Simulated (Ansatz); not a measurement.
# Ta2NF2 MXene monolayer in a perpendicular field

What dipole does a perpendicular field induce in the Ta2NF2 MXene monolayer? A positive field points along +c.

Calculated with Ansatz 0.2.0; plane-wave DFT, PBE-D3(BJ), Ansatz PAW.

## 1. The starting structure

The cell holds 5 atoms: 2 F, 2 Ta and 1 N. Cell: a = 3.155 Å, b = 3.155 Å, c = 40.180 Å, α = 90.0°, β = 90.0°, γ = 120.0°. Vacuum lies along c.

## 2. Relaxation

The starting cell is a guess, so the in-plane lattice and the atoms are relaxed first, with the slab cut off from its images along the normal.

input.yaml

```yaml
crystal:
  lattice:
    - [3.15458, 0.0, 0.0]
    - [-1.57729, 2.7319464183, 0.0]
    - [0.0, 0.0, 40.1802396943]
  atoms:
    - { symbol: F, position: [0.3333333333, 0.6666666667, 0.4430038281] }
    - { symbol: Ta, position: [0.6666666667, 0.3333333333, 0.4690217571], spin: 1.0 }
    - { symbol: "N", position: [0.0, 0.0, 0.5] }
    - { symbol: Ta, position: [0.3333333333, 0.6666666667, 0.5309782429], spin: 1.0 }
    - { symbol: F, position: [0.6666666667, 0.3333333333, 0.5569961719] }
  periodic: [true, true, false]
magnetization:
  spin_polarized: true
kpoints:
  mp_grid: { grid: [12, 12, 1] }
hamiltonian:
  xc: pbe
  dispersion: d3bj
scf:
  occupations: { method: fermi_dirac, width: 0.05 }
  convergence: { dr2_threshold: 1.0e-09 }
relax:
  f_tol: 0.004
  max_steps: 90
  cell: {}
output:
  write_potential: true
  write_density: true
  volumetric_format: npy
```

Command:

```console
$ ansatz run input.yaml --threads 2 --pin off --max-ram 3072MiB --backend cpu --events-out ev --progress --plain --runs-dir out
```

Numbers of over 12 decimals in the logs are rounded to 6 here.

What it wrote:

```text
Warning: relax.cell: scf.convergence.dr2_threshold = 1e-9 eV is looser than the 2.35201819331e-10 eV advised for a relaxation that steers and ends on the stress (1e-10 eV for each atom of the cell: 5, times the square of relax.cell.stress_2d_tol = 0.05 N/m over 14.6 Å (the atoms' height at the walk's start and 5 Å past either face), 3.429e-2 GPa, over a crystal's default 0.05). What an SCF threshold leaves in a stress goes as its square root, and in the free energy as the threshold itself, and one threshold admits the most on a small cell: [figures from the program's tests cut] Set scf.convergence.dr2_threshold to 2.35201819331e-10 eV or tighter. [rest of the remark cut]
Engine: ansatz 0.2.0, aarch64-unknown-linux-gnu
Pseudopotentials: kind: paw
Pseudopotential: F, paw, valence charge 7, recommended cutoff 420 eV (normal), F.paw.azcp
Pseudopotential: Ta, paw, valence charge 13, recommended cutoff 420 eV (normal), Ta.paw.azcp
Pseudopotential: N, paw, valence charge 5, recommended cutoff 420 eV (normal), N.paw.azcp
Functional definition: PBE
  parameter kappa = 0.804
  parameter beta = 0.066725
  exchange = pbe_x(kappa = kappa, mu = beta*pi^2/3)
  correlation = pbe_c(beta = beta)
Crystal: 5 atoms, lattice volume = 346.279 Å³
Basis set: ecut = 420 eV, 6687 PW (Γ), exchange–correlation on 48×48×540 points (8 copies of the dense FFT grid, shifted against one another)
Bands: 29, of which v1, the nominal top of the filled ones, is band 23 counted from 1 (22 counted from 0)
Symmetry: 12 space group operations
Space group: P-3m1 (ITA 164), of the structure as read, at distance tolerance 7.0e-5 Å
Magnetic group: BNS 164.85 (UNI 1315), of the structure as read, at distance tolerance 7.0e-5 Å
k-points: 19 of 144
Non-local potential: F, projectors of the file, l = 0: 2, l = 1: 2, l = 2: 1
Non-local potential: Ta, projectors of the file, l = 0: 3, l = 1: 2, l = 2: 2, l = 3: 1
Non-local potential: N, projectors of the file, l = 0: 2, l = 1: 2, l = 2: 1
PAW form: soft (Blöchl's): semilocal exchange-correlation on the pseudo side does not see the compensation charge
PAW one-centre angular grid: F, 110 points (default); XC on 64 Gauss nodes
PAW one-centre angular grid: Ta, 590 points (default); XC on 64 Gauss nodes
PAW one-centre angular grid: N, 110 points (default); XC on 64 Gauss nodes
Initial density: superposition of atomic densities (neutral atoms: chi_scale 0, normalization atom)
Starting moments: Σ|m| = 2 μB on 2 of 5 sites
Initial wavefunctions: pseudopotential atomic-orbital guess
Functional: x = pbe(κ = 0.804, μ = 0.219515), c = pbe(β = 0.066725)
SCF iter   1: F=—  HF=-21869.490739 eV  |F-HF|=—  |Δ(HF+E_count)|=         —  Δρ=2.82e-2 (↑2.82e-2 ↓2.54e-2)  dr2=1.56e1  dr2_m=9.57e-2  M=0.989 μB ∫|m|=0.998 μB  β_m=0.30  ethr=3.10e-3  ⟨swp⟩=15.1  Hψ=8506  notcnv=0
Mixer restart at iter 1: flushing history
preconditioner: auto → LDOS  [metal: Δε(μ)=0.006 eV  Ē_g=11.238 eV  σ=0.050 eV  W_gap=0.03  n_scr=24 (ndim 8)  ℏωp=10.0 eV  f_vac=0.805  D(μ)=2.86/eV (n_scr^D=14)]
spin=Collinear: LDOS preconditioning applied to the charge; magnetization (m = ρ↑ − ρ↓) channel mixes plain (no charge-response kernel on spin).
SCF iter   2: F=—  HF=-21867.769780 eV  |F-HF|=—  |Δ(HF+E_count)|=    1.72e0  Δρ=2.01e-2 (↑2.01e-2 ↓1.81e-2)  dr2=8.25e0  dr2_m=5.04e-2  M=0.965 μB ∫|m|=0.971 μB  β_m=0.59  ethr=3.10e-3  ⟨swp⟩=3.3  Hψ=2350  notcnv=0  defer=15
SCF iter   3: F=—  HF=-21866.045562 eV  |F-HF|=—  |Δ(HF+E_count)|=    1.72e0  Δρ=4.38e-3 (↑4.38e-3 ↓4.13e-3)  dr2=2.01e-1  dr2_m=5.58e-3  M=0.825 μB ∫|m|=0.828 μB  β_m=0.64  ethr=3.10e-3  ⟨swp⟩=5.9  Hψ=3329  notcnv=0  defer=16
SCF iter   4: F=—  HF=-21866.086399 eV  |F-HF|=—  |Δ(HF+E_count)|=         —  Δρ=1.81e-3 (↑1.81e-3 ↓1.74e-3)  dr2=1.17e-2  dr2_m=4.39e-3  M=0.633 μB ∫|m|=0.638 μB  β_m=0.64  ethr=4.47e-4  ⟨swp⟩=4.0  Hψ=2681  notcnv=0  defer=13
SCF iter   5: F=—  HF=-21866.093716 eV  |F-HF|=—  |Δ(HF+E_count)|=   7.32e-3  Δρ=8.22e-4 (↑8.22e-4 ↓8.11e-4)  dr2=1.58e-3  dr2_m=1.63e-3  M=0.574 μB ∫|m|=0.580 μB  β_m=0.82  ethr=2.59e-5  ⟨swp⟩=3.7  Hψ=2745  notcnv=0  defer=13
SCF iter   6: F=—  HF=-21866.096265 eV  |F-HF|=—  |Δ(HF+E_count)|=   2.55e-3  Δρ=2.68e-4 (↑2.68e-4 ↓2.64e-4)  dr2=2.63e-4  dr2_m=1.95e-4  M=0.489 μB ∫|m|=0.496 μB  β_m=0.91  ethr=3.52e-6  ⟨swp⟩=3.5  Hψ=2670  notcnv=0  defer=13
SCF iter   7: F=—  HF=-21866.096707 eV  |F-HF|=—  |Δ(HF+E_count)|=   4.43e-4  Δρ=1.70e-4 (↑1.70e-4 ↓1.39e-4)  dr2=2.73e-5  dr2_m=7.12e-5  M=0.446 μB ∫|m|=0.452 μB  β_m=0.96  ethr=5.85e-7  ⟨swp⟩=3.6  Hψ=2524  notcnv=0  defer=13
SCF iter   8: F=—  HF=-21866.096987 eV  |F-HF|=—  |Δ(HF+E_count)|=   2.79e-4  Δρ=1.00e-4 (↑1.00e-4 ↓8.96e-5)  dr2=1.65e-5  dr2_m=2.57e-5  M=0.403 μB ∫|m|=0.408 μB  β_m=0.98  ethr=6.06e-8  ⟨swp⟩=5.2  Hψ=3209  notcnv=0  defer=13
SCF iter   9: F=—  HF=-21866.097130 eV  |F-HF|=—  |Δ(HF+E_count)|=   1.43e-4  Δρ=5.07e-5 (↑4.94e-5 ↓5.07e-5)  dr2=7.82e-6  dr2_m=6.14e-6  M=0.359 μB ∫|m|=0.363 μB  β_m=0.99  ethr=3.68e-8  ⟨swp⟩=5.2  Hψ=3168  notcnv=0  defer=13
SCF iter  10: F=—  HF=-21866.097165 eV  |F-HF|=—  |Δ(HF+E_count)|=   3.49e-5  Δρ=2.10e-5 (↑1.66e-5 ↓2.10e-5)  dr2=2.67e-6  dr2_m=7.19e-7  M=0.328 μB ∫|m|=0.332 μB  β_m=0.99  ethr=1.74e-8  ⟨swp⟩=4.9  Hψ=3156  notcnv=0  defer=13
SCF iter  11: F=—  HF=-21866.097168 eV  |F-HF|=—  |Δ(HF+E_count)|=   2.69e-6  Δρ=7.13e-6 (↑7.13e-6 ↓5.51e-6)  dr2=7.58e-7  dr2_m=2.50e-8  M=0.317 μB ∫|m|=0.321 μB  β_m=0.96  ethr=5.94e-9  ⟨swp⟩=4.4  Hψ=2695  notcnv=0  defer=13
SCF iter  12: F=—  HF=-21866.097168 eV  |F-HF|=—  |Δ(HF+E_count)|=   2.25e-7  Δρ=1.40e-6 (↑1.33e-6 ↓1.40e-6)  dr2=1.74e-8  dr2_m=3.33e-9  M=0.317 μB ∫|m|=0.320 μB  β_m=0.98  ethr=1.68e-9  ⟨swp⟩=3.6  Hψ=2383  notcnv=0  defer=13
SCF iter  13: F=—  HF=-21866.097168 eV  |F-HF|=—  |Δ(HF+E_count)|=   4.83e-7  Δρ=5.83e-7 (↑5.83e-7 ↓5.58e-7)  dr2=2.93e-9  dr2_m=5.61e-11  M=0.318 μB ∫|m|=0.321 μB  β_m=0.86  ethr=3.87e-11  ⟨swp⟩=5.2  Hψ=3292  notcnv=0  defer=13
SCF iter  14: F=-21866.097168 eV  HF=-21866.097168 eV  |F-HF|=2.15e-9  |Δ(HF+E_count)|=  9.17e-10  Δρ=1.44e-7 (↑1.43e-7 ↓1.44e-7)  dr2=1.02e-10  dr2_m=2.20e-11  M=0.318 μB ∫|m|=0.321 μB  ethr=2.22e-12  ⟨swp⟩=10.0  Hψ=9798  notcnv=0
SCF 1 converged in 14 iterations: F = -21866.097168 eV  dr2 = 1.02e-10
  greatest PAW one-centre occupation: 0.999 electrons in one spin orbital (limit 2), on the Ta atom at site 3 (counted from 0), in its partial waves of l = 0
[...]
relax step   8: F+E_penalty+E_count = -21868.25996139 eV  Δ(F+E_penalty+E_count) = -2.796e-2 eV  max|allowed force component| = 6.071e-4 eV/Å  Δτ_max = 0.0000 Å  P = +0.640 N/m  Ω = 372.444 Å³  fix = [c, alpha, beta]  reactions: c +0.000 N/m  stress off target by 6.40e-1 N/m on what of the cell is left free  SCF on the basis re-selected at this cell (its energy is not comparable with the rows above)  (7 SCF iters)
relax step   9: F+E_penalty+E_count = -21868.25985790 eV  Δ(F+E_penalty+E_count) = +1.035e-4 eV  max|allowed force component| = 3.263e-3 eV/Å  Δτ_max = 0.0060 Å  P = +0.079 N/m  Ω = 374.306 Å³  energy of the carried Pulay correction = -1.143e-3 eV  fix = [c, alpha, beta]  reactions: c +0.000 N/m  (8 SCF iters, accepted)
relax step  10: F+E_penalty+E_count = -21868.25969414 eV  Δ(F+E_penalty+E_count) = +1.638e-4 eV  max|allowed force component| = 9.051e-3 eV/Å  Δτ_max = 0.0010 Å  P = +0.009 N/m  Ω = 374.591 Å³  energy of the carried Pulay correction = -1.322e-3 eV  fix = [c, alpha, beta]  reactions: c +0.000 N/m  (7 SCF iters, accepted)
relax step  11: F+E_penalty+E_count = -21868.25970468 eV  Δ(F+E_penalty+E_count) = -1.054e-5 eV  max|allowed force component| = 1.030e-4 eV/Å  Δτ_max = 0.0002 Å  P = -0.000 N/m  Ω = 374.577 Å³  energy of the carried Pulay correction = -1.313e-3 eV  fix = [c, alpha, beta]  reactions: c -0.000 N/m  (6 SCF iters, accepted)
iter 1 solved again at ethr=7.28e-8 eV; its pass at ethr=3.10e-3 eV (dr2=3.28e-5 eV) is discarded
SCF iter   1: F=—  HF=-21868.260119 eV  |F-HF|=—  |Δ(HF+E_count)|=         —  Δρ=2.33e-5 (↑2.33e-5 ↓2.33e-5)  dr2=4.42e-7  dr2_m=2.97e-12  M=-0.000 μB ∫|m|=0.000 μB  β_m=0.65  ethr=7.28e-8  ⟨swp⟩=8.1  Hψ=14526  notcnv=0
preconditioner: auto → Resta (q_TF=auto, 1.916 Å⁻¹)  ε∞=2.0  [insulator: Δε(μ)=0.155 eV  Ē_g=9.508 eV  σ=0.050 eV  W_gap=0.53  n_scr=24 (ndim 8)  ℏωp=9.6 eV  f_vac=0.819  D(μ)=1.73/eV (n_scr^D=10)  ε∞_Penn≈2.0  vacuum switching on, ρ_ref=6.6e-3 e/Å³]
spin=Collinear: Resta preconditioning applied to the charge; magnetization (m = ρ↑ − ρ↓) channel mixes plain (no charge-response kernel on spin).
SCF iter   2: F=—  HF=-21868.260832 eV  |F-HF|=—  |Δ(HF+E_count)|=   7.13e-4  Δρ=8.42e-6 (↑8.41e-6 ↓8.42e-6)  dr2=1.74e-7  dr2_m=6.26e-13  M=-0.000 μB ∫|m|=0.000 μB  β_m=0.49  ethr=9.83e-10  ⟨swp⟩=4.4  Hψ=3028  notcnv=0
SCF iter   3: F=—  HF=-21868.260971 eV  |F-HF|=—  |Δ(HF+E_count)|=   1.39e-4  Δρ=4.75e-6 (↑4.75e-6 ↓4.74e-6)  dr2=2.31e-8  dr2_m=2.66e-13  M=-0.000 μB ∫|m|=0.000 μB  β_m=0.51  ethr=3.87e-10  ⟨swp⟩=3.4  Hψ=2050  notcnv=0
SCF iter   4: F=—  HF=-21868.261087 eV  |F-HF|=—  |Δ(HF+E_count)|=   1.17e-4  Δρ=5.79e-7 (↑5.79e-7 ↓5.79e-7)  dr2=2.59e-9  dr2_m=2.96e-14  M=-0.000 μB ∫|m|=0.000 μB  β_m=0.48  ethr=5.14e-11  ⟨swp⟩=4.4  Hψ=2601  notcnv=0
SCF iter   5: F=-21868.261092 eV  HF=-21868.261091 eV  |F-HF|=8.49e-7  |Δ(HF+E_count)|=   3.85e-6  Δρ=1.76e-7 (↑1.76e-7 ↓1.76e-7)  dr2=7.13e-10  dr2_m=1.57e-14  M=-0.000 μB ∫|m|=0.000 μB  ethr=2.22e-12  ⟨swp⟩=15.6  Hψ=10511  notcnv=0
the starting moments were not kept: the SCF closed with an absolute magnetisation of 1.3e-7 μB, where they sum to 2 μB in size (2 sites). That is at most 0.1 of that sum. Measured as dr2_m measures the in/out step, that magnetisation stands 2.2e-15 eV from none, at or under the dr2_threshold of 1.0e-9 eV: it is no larger than a step whose dr2_m would equal this threshold.
SCF 12 converged in 5 iterations: F = -21868.261092 eV  dr2 = 7.13e-10
relax step  12: F+E_penalty+E_count = -21868.26109185 eV  Δ(F+E_penalty+E_count) = -1.387e-3 eV  max|allowed force component| = 6.170e-5 eV/Å  Δτ_max = 0.0000 Å  P = +0.011 N/m  Ω = 374.577 Å³  fix = [c, alpha, beta]  reactions: c +0.000 N/m  stress off target by 1.12e-2 N/m on what of the cell is left free  SCF on the basis re-selected at this cell (its energy is not comparable with the rows above)  (5 SCF iters)
basis re-selected at this cell: Δ(F+E_penalty+E_count) = -1.387e-3 eV, ΔP = +0.011 N/m vs the last step (what re-selecting the basis moved, of the pressure what is left beyond the Pulay correction that the steps carried, after the strain that the cell walked since its last selection, with what the two solves' SCF thresholds leave and, on support functions, any second-order correction that the steps lacked; it is no m [...]
WARN: The output density's exchange-correlation potential varies sharply where the density is thin. Do not read a vacuum level from v_tot or v_xc, or from such a field of the output density. On a cell that repeats whose density bears no net charge and no dipole along the vacuum's axis use v_es (v_loc + v_h of the components); under efield.dipole_correction with no amplitude use v_es + v_field, which holds any externa [...]
SCF converged after 5 iterations
Magnetization: -0.0000 μB (22.5000 up, 22.5000 down)
Absolute magnetization: 0.0000 μB (∫|ρ↑−ρ↓|, with the PAW one-centre terms)
Spin contamination: 0.0000 ħ² per cell (⟨S²⟩ above its minimum at these occupations)
Per-site moments (μB) at R_I (Å): [(-1.0029130758157165e-8, 0.956369), (-4.734163447336594e-9, 0.882504), (-2.1416380454013058e-9, 0.882504), (-4.734163379395721e-9, 0.882504), (-1.0029130760027462e-8, 0.956369)]
Free energy (F): -21868.261092 eV
Harris-Foulkes:  -21868.261091 eV  (|F-HF|=8.49e-7)
Internal energy: -21868.246982 eV  (E = F + TS)
E sigma→0 (E₀):  -21868.254037 eV
Entropy (-TS):   -0.014110 eV (-2.822 meV/atom)
Fermi energy:    -3.586191 eV
--- Per-component energies (eV) ---
  E_band       = -1159.570074
  E_kinetic    = 1283.308356
  E_local      = -164375.562074  (includes V_loc(G=0)·N_el)
  E_nonlocal   = 222.986679
  E_hartree    = 81389.322629
  E_xc         = -657.746401
  E_vxc        = -690.619808  (∫ρ·V_xc dr)
  E_paw        = -17322.463925  (= ΣΔE_a)
  E_vpaw       = -378.341233  (= ΣTr[D̂ρ^β])
  E_aug_tail   = 0.004561  (compensation charges beyond the density's cutoff)
  E_ewald      = 77592.920628
  E_disp       = -1.017436  (pairwise vdW)
  E_smearing   = -0.014110  (= −TS)
  E_closure    = 0.000000  (closes the sum)
  Σ components = -21868.261092   (vs F -21868.261092, Δ=0.00e0)
--- Forces (eV/Å), atoms counted from 1 ---
  atom   1  F      0.00000000    -0.00000000     0.00006170
  atom   2  Ta    -0.00000000     0.00000000    -0.00003185
  atom   3  N      0.00000000     0.00000000     0.00000000
  atom   4  Ta     0.00000000    -0.00000000     0.00003185
  atom   5  F     -0.00000000     0.00000000    -0.00006170
  max |Σ_I F_I| component: 9.25e-18 eV/Å
--- 2D stress c σ (N/m, compression-positive) ---
        0.011232       0.000000      -0.000000
        0.000000       0.011232       0.000000
       -0.000000       0.000000       0.000000
  P = ½ c Tr σ = 0.0112 N/m
--- Band table (eV; the first three rows and the last of 38) ---
  k-point 0 ↑: bands = [... 19 lower, -10.0475, -6.0202, -6.0202, -4.2674, -3.6997, -2.5069, -1.9905, -1.9905, ... 2 higher]
  k-point 1 ↑: bands = [... 19 lower, -10.0178, -6.1938, -5.8812, -4.0904, -3.3680, -2.6896, -2.4405, -2.0069, ... 2 higher]
  k-point 2 ↑: bands = [... 19 lower, -10.0004, -6.5396, -5.4904, -3.9601, -2.9287, -2.7282, -2.4423, -1.9628, ... 2 higher]
  k-point 18 ↓: bands = [... 19 lower, -10.1781, -5.2417, -5.2417, -5.1528, -1.5400, -1.5400, -1.2756, -0.3472, ... 2 higher]
  the weakly bound empty levels are not read free of the cell's end (no_gap_told)
--- Relaxed structure (10 steps of the walk, 9 accepted, 2 SCFs on fresh bases) ---
  F+E_penalty+E_count = -21868.26109185 eV   max|allowed force component| = 6.170e-5 eV/Å   (the final SCF, on the basis selected at the relaxed cell)
  cell:  # Å, volume = 374.5773 Å³
    - [3.280947, 0.0, 0]
    - [-1.640473, 2.841383, 0]
    - [0, 0, 40.1802396943]
  atoms:
    - { symbol: F, position: [0.333333, 0.666667, 0.441981] }
    - { symbol: Ta, position: [0.666667, 0.333333, 0.475251] }
    - { symbol: N, position: [0, 0, 0.5] }
    - { symbol: Ta, position: [0.333333, 0.666667, 0.524749] }
    - { symbol: F, position: [0.666667, 0.333333, 0.558019] }
```

Elapsed: 3.3 min, on 2 threads of Arm Neoverse V1, shared host; peak memory 0.8 GiB.

Relaxation path:

```tsv
step	energy less that of the first step (eV)	largest force component (eV/Å)	volume (Å³)
1	0.0000	5.7352	346.28
2	-1.9350	1.3943	349.58
3	-1.4928	5.0284	384.08
4	-2.1245	0.4262	366.23
5	-2.1351	0.0407	371.58
6	-2.1348	0.0102	372.52
7	-2.1348	0.0002	372.44
8*	-2.1628	0.0006	372.44
9	-2.1627	0.0033	374.31
10	-2.1625	0.0091	374.59
11	-2.1625	0.0001	374.58
12*	-2.1639	0.0001	374.58
```

Relaxation steps marked * repeat the geometry before them on a plane-wave basis chosen anew for their cell, so energy and pressure can jump there. Relaxation step 3 was tried and not accepted.

The run keeps the 12 symmetry operations that it works with, so distortions that break them were not tested.

```tsv
cell as run	before	after	change
a (Å)	3.155	3.281	+4.0 %
b (Å)	3.155	3.281	+4.0 %
```

The atoms that moved most (Å, along periodic axes as changes of fractional coordinates times the final cell, across vacuum about the mean position):

```tsv
atom	dx	dy	dz	length
Ta2	0.000	0.000	0.250	0.250
Ta4	0.000	0.000	-0.250	0.250
F5	0.000	0.000	0.041	0.041
F1	0.000	0.000	-0.041	0.041
```

The relaxed structure:

```xyz
5
Lattice="3.2809 0.0000 0.0000 -1.6405 2.8414 0.0000 0.0000 0.0000 40.1802" Properties=species:S:1:pos:R:3
F     0.0000    1.8943   17.7589
Ta    1.6405    0.9471   19.0957
N     0.0000    0.0000   20.0901
Ta    0.0000    1.8943   21.0845
F     1.6405    0.9471   22.4214
```

This step gave:

```
energy at zero smearing : -21868.2540 eV
```

The lattice constant a goes from 3.155 to 3.281 Å.

[end of part 1 of 2]

[Logs are printed without paths, hosts, clocks, repeated set-up lines and the standing remarks that a program may print on its own settings, such as how far it seeks lower states.]

[Hosts, paths, dates, database ids (printed as entryN), source tags and the programs' standing remarks are cut or masked in the printed files.]

[Maps of the electrostatic potential energy from Ansatz leave out the sawtooth potential of an applied field or a dipole correction, so their vacuum need not be flat; planar profiles and work functions include it.]
